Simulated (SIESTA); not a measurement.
Runs of SIESTA 5.4.2 on PbS (Galena). It takes space group Fm-3m (No. 225, cubic). The conventional cell has a = 5.931 Å, b = 5.931 Å, c = 5.931 Å, α = 90.00°, β = 90.00°, γ = 90.00°. Pb (site symmetry m-3m) is surrounded by 6 S at 2.97 Å. Around S (site symmetry m-3m) lie 6 Pb at 2.97 Å. 

| task | level | potentials or basis | cell | k mesh | optimiser | force tolerance | broadening (eV) | window to (eV) | polarisation | energy shift | gap on the mesh (eV) | pressure (GPa) | relaxed volume (Å³/atom) |
| --- | --- | --- | --- | --- | --- | --- | --- | --- | --- | --- | --- | --- | --- |
| relaxation of cell and atoms | PBE | PseudoDojo 0.4 standard (PBE files), TZP (energy shift 0.002 Ry) | relaxed | 8 × 8 × 8 | Broyden | 0.04 eV/Å | - | - | - | 0.002 Ry | (c) | 0.1 | 27.26 |
| relaxation of cell and atoms | PBE | PseudoDojo 0.4 standard (PBE files), SZ (energy shift 0.01 Ry) | relaxed | 8 × 8 × 8 | Broyden | 0.04 eV/Å | - | - | - | 0.01 Ry | 0.52 | 0.1 | 26.99 |
| band structure | PBE | PseudoDojo 0.4 standard (PBE files), TZDP (energy shift 0.002 Ry) | as given | 8 × 8 × 8 | - | - | - | - | - | 0.002 Ry | 0.41 | 2.6 | - |
| band structure | RPBE | PseudoDojo 0.4 standard (PBE files), DZP (energy shift 0.002 Ry) | as given | 8 × 8 × 8 | - | - | - | - | - | 0.002 Ry | 0.49 | (a) | - |
| band structure | PBE | PseudoDojo 0.4 standard (PBE files), SZ (energy shift 0.002 Ry) | as given | 8 × 8 × 8 | - | - | - | - | - | 0.002 Ry | (d) | (b) | - |
| optical spectrum | PBE | PseudoDojo 0.4 standard (PBE files), DZP (energy shift 0.002 Ry) | as given | 6 × 6 × 6 | - | - | 0.2 eV | 40 eV | unpolarized | 0.002 Ry | 0.42 | 2.9 | - |
| band structure | PBE | PseudoDojo 0.4 standard (PBE files), DZP (energy shift 0.01 Ry) | as given | 8 × 8 × 8 | - | - | - | - | - | 0.01 Ry | 0.49 | 2.1 | - |

Alike in all rows: no spin polarisation; smearing fermi-dirac 0.05 eV; grid cutoff 500 Ry.

**Question.** Estimate the missing entries.

**Answer.** (a) 4.8; (b) 7.2; (c) 0.57; (d) 0.59.

Caveats: spin-orbit coupling is left out, which as a rule narrows the gap of such compounds by several tenths of an eV; the basis of atomic orbitals isn't converged, which shifts pressures, moduli and gaps; semicore shells carry a single zeta, which can move pressures by several GPa and volumes by a few percent (some runs); the basis has no polarisation orbitals (some runs); the potentials were made for another functional, which shifts forces and pressure (some runs); the basis holds too few empty states to meet the f-sum rule, so the spectrum is short of weight at high energy (some runs); spectra need much finer meshes, so this one isn't converged (some runs).

A k mesh can miss the band edges, and the runs leave out spin-orbit coupling on Pb.
